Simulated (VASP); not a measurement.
# Mg (P6_3/mmc) in VASP: notebook

The runs below take Mg through electric field gradients, with PBEsol.

Program: VASP 6.6.1. These are calculated values, not measurements. Logs are shortened: lines on timing, memory, paths and dates and some standing lists are left out, and cuts for length are marked.

### Step 1. The structure

The structure is hexagonal, space group P6_3/mmc (No. 194). Conventional cell: a = 3.209 Å, b = 3.209 Å, c = 5.210 Å, α = 90.00°, β = 90.00°, γ = 120.00°. Around Mg (site symmetry -6m2) lie 12 Mg at 3.20 to 3.21 Å.

### Step 2. Electric field gradients, PBEsol

Input file INCAR:

```
ALGO = Normal
EDIFF = 1E-7
ENCUT = 520
GGA = PS
ISIF = 2
ISMEAR = -1
LASPH = T
LCHARG = F
LEFG = T
LREAL = F
LWAVE = F
NELM = 80
PREC = Accurate
SIGMA = 0.05
```

Input file KPOINTS:

```
k-points
0
Gamma
  17 17 9
```

Input file POSCAR:

```
Mg
1.0
    3.2093000000      0.0000000000      0.0000000000
   -1.6046500000      2.7793353284      0.0000000000
    0.0000000000      0.0000000000      5.2103000000
Mg
2
Direct
    0.3333333333      0.6666666667      0.2500000000
    0.6666666667      0.3333333333      0.7500000000
```

Potentials or basis: VASP PAW PBE potentials, release 64 (Mg).

The run is started by

```console
$ cat potpaw_PBE.64/Mg/POTCAR > POTCAR
$ mpirun -np 1 vasp_std > vasp.out
```

OUTCAR:

```text
EDIFF = 1E-7
   ENCUT = 520
   GGA = PS
   ISIF = 2
   ISMEAR = -1
   LASPH = T
   LREAL = F
   NELM = 80
   PREC = Accurate

 ion  position               nearest neighbor table
   1  0.333  0.667  0.250-   2 3.20   2 3.20   2 3.20   2 3.20   2 3.20   2 3.20
   2  0.667  0.333  0.750-   1 3.20   1 3.20   1 3.20   1 3.20   1 3.20   1 3.20

  LATTYP: Found a hexagonal cell.
 ALAT       =     3.2093000000
 C/A-ratio  =     1.6235004518

  Lattice vectors:

 A1 = (   3.2093000000,   0.0000000000,   0.0000000000)
 A2 = (  -1.6046500000,   2.7793353284,   0.0000000000)
 A3 = (   0.0000000000,   0.0000000000,   5.2103000000)

Analysis of symmetry for initial positions (statically):
=====================================================================
 Subroutine PRICEL returns:
 Original cell was already a primitive cell.

 Routine SETGRP: Setting up the symmetry group for a
 hexagonal supercell.

 Subroutine GETGRP returns: Found 24 space group operations
 (whereof 12 operations were pure point group operations)
 out of a pool of 24 trial point group operations.

The static configuration has the point symmetry D_3d.
 The point group associated with its full space group is D_6h.

Analysis of symmetry for dynamics (positions and initial velocities):
=====================================================================
 Subroutine PRICEL returns:
 Original cell was already a primitive cell.

 Routine SETGRP: Setting up the symmetry group for a
 hexagonal supercell.

 Subroutine GETGRP returns: Found 24 space group operations
 (whereof 12 operations were pure point group operations)
 out of a pool of 24 trial point group operations.

The dynamic configuration has the point symmetry D_3d.
 The point group associated with its full space group is D_6h.

 Subroutine INISYM returns: Found 24 space group operations
 (whereof 12 operations are pure point group operations),
 and found     1 'primitive' translations

----------------------------------------------------------------------------------------

                                     Primitive cell

  volume of cell :      46.4744

  direct lattice vectors                    reciprocal lattice vectors
     3.209300000  0.000000000  0.000000000     0.311594429  0.179899127  0.000000000
    -1.604650000  2.779335328  0.000000000     0.000000000  0.359798255  0.000000000
     0.000000000  0.000000000  5.210300000     0.000000000  0.000000000  0.191927528

  length of vectors
     3.209300000  3.209300000  5.210300000     0.359798255  0.359798255  0.191927528

  position of ions in fractional coordinates (direct lattice)
     0.333333333  0.666666667  0.250000000
     0.666666667  0.333333333  0.750000000

  ion indices of the primitive-cell ions
   primitive index   ion index
                 1           1
                 2           2

----------------------------------------------------------------------------------------

 KPOINTS: k-points

Automatic generation of k-mesh.
 Grid dimensions read from file:
 generate k-points for:   17   17    9

 Generating k-lattice:

  Cartesian coordinates                     Fractional coordinates (reciprocal lattice)
     0.018329084  0.010582302  0.000000000     0.058823529 -0.000000000  0.000000000
     0.000000000  0.021164603  0.000000000     0.000000000  0.058823529  0.000000000
     0.000000000  0.000000000  0.021325281     0.000000000  0.000000000  0.111111111

  Length of vectors
     0.021164603  0.021164603  0.021325281

  Shift w.r.t. Gamma in fractional coordinates (k-lattice)
     0.000000000  0.000000000  0.000000000

 Subroutine IBZKPT returns following result:
 ===========================================

 Found    165 irreducible k-points:

 Following reciprocal coordinates:
            Coordinates               Weight
  0.000000  0.000000  0.000000      1.000000
  0.058824  0.000000  0.000000      6.000000
  0.117647  0.000000  0.000000      6.000000
  0.176471 -0.000000  0.000000      6.000000
  0.235294  0.000000  0.000000      6.000000
  0.294118  0.000000  0.000000      6.000000
[... 16 lines left out ...]
  0.411765  0.117647  0.000000     12.000000
  0.176471  0.176471  0.000000      6.000000
 [... further k-points ...]
   k-points           NKPTS =    165   k-points in BZ     NKDIM =    165   number of bands    NBANDS=      6
   number of dos      NEDOS =    301   number of ions     NIONS =      2
   total plane-waves  NPLWV =  23040
   dimension x,y,z NGX =    24 NGY =   24 NGZ =   40
   dimension x,y,z NGXF=    48 NGYF=   48 NGZF=   80
   ions per type =               2
   NGX,Y,Z   is equivalent  to a cutoff of  12.43, 12.43, 12.76 a.u.
   NGXF,Y,Z  is equivalent  to a cutoff of  24.86, 24.86, 25.53 a.u.
 SYSTEM =  unknown system
   PREC   = accura    normal or accurate (medium, high low for compatibility)
   ISTART =      0    job   : 0-new  1-cont  2-samecut
   ICHARG =      2    charge: 1-file 2-atom 10-const
   ISPIN  =      1    spin polarized calculation?
   LNONCOLLINEAR =      F non collinear calculations
   LSORBIT =      F    spin-orbit coupling
   LASPH  =      T    aspherical Exc in radial PAW
   ENCUT  =  520.0 eV  38.22 Ry    6.18 a.u.   5.97  5.97  9.69*2*pi/ulx,y,z
   NELM   =     80;   NELMIN=  2; NELMDL= -5     # of ELM steps
   EDIFF  = 0.1E-06   stopping-criterion for ELM
   LREAL  =      F    real-space projection
   EDIFFG = 0.1E-05   stopping-criterion for IOM
   NSW    =      0    number of steps for IOM
   IBRION =     -1    ionic relax: 0-MD 1-quasi-New 2-CG
   NFREE  =      0    steps in history (QN), initial steepest desc. (CG)
   ISIF   =      2    stress and relaxation
   ISYM   =      2    0-nonsym 1-usesym 2-fastsym
   POTIM  = 0.5000    time-step for ionic-motion
   TEBEG  =    0.0;   TEEND  =   0.0 temperature during run
   PSTRESS=    0.0 pullay stress
   NELECT =       4.0000    total number of electrons
   NUPDOWN=      -1.0000    fix difference up-down
   EMIN   =  10.00;   EMAX   =-10.00  energy-range for DOS
   EFERMI =   0.00;   METHOD = LEGACY
   ISMEAR =    -1;   SIGMA  =   0.05  broadening in eV -4-tet -1-fermi 0-gaus
   EFERMI_NEDOS =   21; number of points for ismear=-14 and -15
   IALGO  =     38    algorithm
   IMIX   =      4    mixing-type and parameters
     AMIX     =   0.40;   BMIX     =  1.00
     AMIX_MAG =   1.60;   BMIX_MAG =  1.00
  volume/ion in A,a.u.               =      23.24       156.81
  Fermi-wavevector in a.u.,A,eV,Ry     =   0.722809  1.365911  7.108401  0.522453
  Thomas-Fermi vector in A             =   1.812866
   LORBIT       =      0    0 simple, 1 ext, 2 COOP (PROOUT), +10 PAW based schemes
   GGA     = PS    functional components
   LHFCALC =     F    Hartree Fock is set to
   AEXX    =    0.0000 exact exchange contribution
   IVDW    =     0    specifies the selected vdW correction
   LEPSILON=     F    determine dielectric tensor
   LRPA    =     F    only Hartree local field effects (RPA)
 non-spin polarized calculation
  energy-cutoff  :      520.00
  volume of cell :       46.47
 maximum number of plane-waves:      1276
 NGX is ok and might be reduce to    24
   NGX = 11   NGY = 11   NGZ = 19

 number of electron       4.0000000 magnetization

 Free energy of the ion-electron system (eV)
  ---------------------------------------------------
  ext. energy  EPLUGINS =         0.00000000
  ---------------------------------------------------
  free energy    TOTEN  =        -3.44664439 eV

  energy without entropy =       -3.44064375  energy(sigma->0) =       -3.44364407

 E-fermi :   2.5685     XC(G=0):  -8.4956

 val. band max:        2.5343046579   @ k =   0.1765   0.1765   0.0000
 cond. band min:       2.5738290316   @ k =   0.4118   0.1176   0.3333
 fundamental gap:      0.0395243737
 Fermi energy:         2.5684593187

 k-point     1 :       0.0000    0.0000    0.0000
  band No.  band energies     occupation
      1      -4.3474      2.00000
      2       0.8638      2.00000
      3       1.2911      2.00000
      4      13.3850      0.00000
      5      13.3959      0.00000
      6      13.4778      0.00000

 k-point     2 :       0.0588    0.0000    0.0000
  band No.  band energies     occupation
      1      -4.2799      2.00000
      2       0.9256      2.00000
      3       1.3569      2.00000
      4      11.8680      0.00000
      5      12.5246      0.00000
      6      13.3067      0.00000
[... 190 lines left out ...]
 k-point    24 :       0.1765    0.1765    0.0000
  band No.  band energies     occupation
      1      -2.5396      2.00000
      2       2.5343      1.32886
      3       2.9683      0.00067
      4       6.1109      0.00000
      5       6.5415      0.00000
      6      10.7014      0.00000

 [... further k-points ...]

------------------------ aborting loop because EDIFF is reached ----------------------------------------

  FORCE on cell =-STRESS in cart. coord.  units (eV):
  Direction    XX          YY          ZZ          XY          YZ          ZX
  --------------------------------------------------------------------------------------
  -------------------------------------------------------------------------------------
  Total       -0.3786196     -0.3786196     -0.2394045      0.0000000     -0.0000000      0.0000000
  in kB      -13.0526790    -13.0526790     -8.2533248      0.0000000     -0.0000000      0.0000000
  external PRESSURE =     -11.4528943 kB  Pullay stress =       0.0000000 kB

 VOLUME and BASIS-vectors are now :
 -----------------------------------------------------------------------------
  energy-cutoff  :      520.00
  volume of cell :       46.47
      direct lattice vectors                 reciprocal lattice vectors
     3.209300000  0.000000000  0.000000000     0.311594429  0.179899127  0.000000000
    -1.604650000  2.779335328  0.000000000     0.000000000  0.359798255  0.000000000
     0.000000000  0.000000000  5.210300000     0.000000000  0.000000000  0.191927528

 POSITION                                       TOTAL-FORCE (eV/Angst)
 -----------------------------------------------------------------------------------
     -0.00000      1.85289      1.30258        -0.000000      0.000000      0.000000
      1.60465      0.92645      3.90773         0.000000     -0.000000      0.000000
 -----------------------------------------------------------------------------------
    total drift:                                0.000000     -0.000000      0.000000

  FREE ENERGIE OF THE ION-ELECTRON SYSTEM (eV)
  ---------------------------------------------------
  free  energy   TOTEN  =        -3.4466443920 eV

  energy  without entropy=       -3.4406437514  energy(sigma->0) =       -3.44364407

 Electric field gradients (V/A^2)
---------------------------------------------------------------------
 ion       V_xx      V_yy      V_zz      V_xy      V_xz      V_yz
---------------------------------------------------------------------
   1      -0.033    -0.033     0.067    -0.000    -0.000     0.000
   2      -0.033    -0.033     0.067    -0.000     0.000    -0.000
---------------------------------------------------------------------

 Electric field gradients after diagonalization (V/A^2)
 (convention: |V_zz| > |V_xx| > |V_yy|)
----------------------------------------------------------------------
 ion       V_xx      V_yy      V_zz     asymmetry (V_yy - V_xx)/ V_zz
----------------------------------------------------------------------
   1      -0.033    -0.033     0.067       0.000
   2      -0.033    -0.033     0.067       0.000
----------------------------------------------------------------------

           NMR quadrupolar parameters

 Cq : quadrupolar parameter    Cq=e*Q*V_zz/h
 eta: asymmetry parameters     (V_yy - V_xx)/ V_zz
 Q  : nuclear electric quadrupole moment in mb (millibarn)
----------------------------------------------------------------------
 ion       Cq(MHz)       eta       Q (mb)
----------------------------------------------------------------------
   1       0.000       0.000       1.000
   2       0.000       0.000       1.000
----------------------------------------------------------------------
```

It took 13 s on 1 thread of Intel Xeon 6975P-C (Granite Rapids), shared host; peak memory 0.18 GiB.

Results:

```
Free energy            : -3.4466 eV
Pressure               : -1.1 GPa
Band gap on the k mesh : none (metal or under the smearing width)
```

Stress tensor (GPa, compression positive):
```
-1.31  0.00  0.00
 0.00 -1.31  0.00
 0.00  0.00 -0.83
```

Levels at points of the mesh, in eV from the Fermi level:
```tsv
k point	band 1	band 2	band 3	band 4	band 5	band 6
(0.00, 0.00, 0.00)	-6.92	-1.70	-1.28	10.82	10.83	10.91
```

Electric field gradients, principal values (V/Å²):
| atom | Vxx | Vyy | Vzz |
| --- | --- | --- | --- |
| 1 Mg | -0.033 | -0.033 | 0.067 |
| 2 Mg | -0.033 | -0.033 | 0.067 |

Caveat: the PAW data sets were made with another functional, which shifts forces and pressure a little.

### Step 3. Electric field gradients, PBEsol

INCAR, as its differences from that of step 2:

```diff
@@ -2,3 +2,3 @@
 EDIFF = 1E-7
-ENCUT = 520
+ENCUT = 700
 GGA = PS
```

Input file KPOINTS:

```
k-points
0
Gamma
  12 12 7
```

POSCAR is that of step 2.

Potentials or basis: VASP PAW PBE potentials, release 64 (Mg).

The run is started by

```console
$ cat potpaw_PBE.64/Mg/POTCAR > POTCAR
$ mpirun -np 1 vasp_std > vasp.out
```

OUTCAR:

```text
EDIFF = 1E-7
   ENCUT = 700
   GGA = PS
   ISIF = 2
   ISMEAR = -1
   LASPH = T
   LREAL = F
   NELM = 80
   PREC = Accurate

 ion  position               nearest neighbor table
   1  0.333  0.667  0.250-   2 3.20   2 3.20   2 3.20   2 3.20   2 3.20   2 3.20
   2  0.667  0.333  0.750-   1 3.20   1 3.20   1 3.20   1 3.20   1 3.20   1 3.20

  LATTYP: Found a hexagonal cell.
 ALAT       =     3.2093000000
 C/A-ratio  =     1.6235004518

  Lattice vectors:

[... 431 lines left out ...]

  FREE ENERGIE OF THE ION-ELECTRON SYSTEM (eV)
  ---------------------------------------------------
  free  energy   TOTEN  =        -3.4454048406 eV

  energy  without entropy=       -3.4379079631  energy(sigma->0) =       -3.44165640

 Electric field gradients (V/A^2)
---------------------------------------------------------------------
 ion       V_xx      V_yy      V_zz      V_xy      V_xz      V_yz
---------------------------------------------------------------------
   1      -0.556    -0.556     1.112    -0.000    -0.000     0.000
   2      -0.556    -0.556     1.112    -0.000     0.000    -0.000
---------------------------------------------------------------------

 Electric field gradients after diagonalization (V/A^2)
 (convention: |V_zz| > |V_xx| > |V_yy|)
----------------------------------------------------------------------
 ion       V_xx      V_yy      V_zz     asymmetry (V_yy - V_xx)/ V_zz
----------------------------------------------------------------------
   1      -0.556    -0.556     1.112       0.000
   2      -0.556    -0.556     1.112       0.000
----------------------------------------------------------------------

           NMR quadrupolar parameters

 Cq : quadrupolar parameter    Cq=e*Q*V_zz/h
 eta: asymmetry parameters     (V_yy - V_xx)/ V_zz
 Q  : nuclear electric quadrupole moment in mb (millibarn)
----------------------------------------------------------------------
 ion       Cq(MHz)       eta       Q (mb)
----------------------------------------------------------------------
   1       0.003       0.000       1.000
   2       0.003       0.000       1.000
----------------------------------------------------------------------
```

stdout:

```text
POSCAR found type information on POSCAR Mg
 POSCAR found :  1 types and       2 ions
 scaLAPACK will be used
 -----------------------------------------------------------------------------
|                                                                             |
|                                                                             |
|     You enforced a specific xc type in the INCAR file but a different       |
|     I HOPE YOU KNOW WHAT YOU ARE DOING!                                     |
|                                                                             |
 -----------------------------------------------------------------------------

 LDA part: xc-table for (Slater+PW92), standard interpolation
 POSCAR, INCAR and KPOINTS ok, starting setup
 FFT: planning ... GRIDC
 FFT: planning ... GRID_SOFT
 FFT: planning ... GRID
 WAVECAR not read
 entering main loop
ion   1

ion   2
```

It took 13 s on 1 thread of Intel Xeon 6975P-C (Granite Rapids), shared host; peak memory 0.2 GiB.

What came out:

| Item | Value |
| --- | --- |
| Free energy | -3.4454 eV |
| Pressure | -1.2 GPa |
| Band gap on the k mesh | none (metal or under the smearing width) |

Stress tensor (GPa, compression positive):
```
-0.92  0.00  0.00
 0.00 -0.92  0.00
 0.00  0.00 -1.77
```

Electric field gradients, principal values (V/Å²):
```tsv
atom	Vxx	Vyy	Vzz
1 Mg	-0.556	-0.556	1.112
2 Mg	-0.556	-0.556	1.112
```

Caveat: the PAW data sets were made with another functional, which shifts forces and pressure a little.

[end of part 1 of 2]
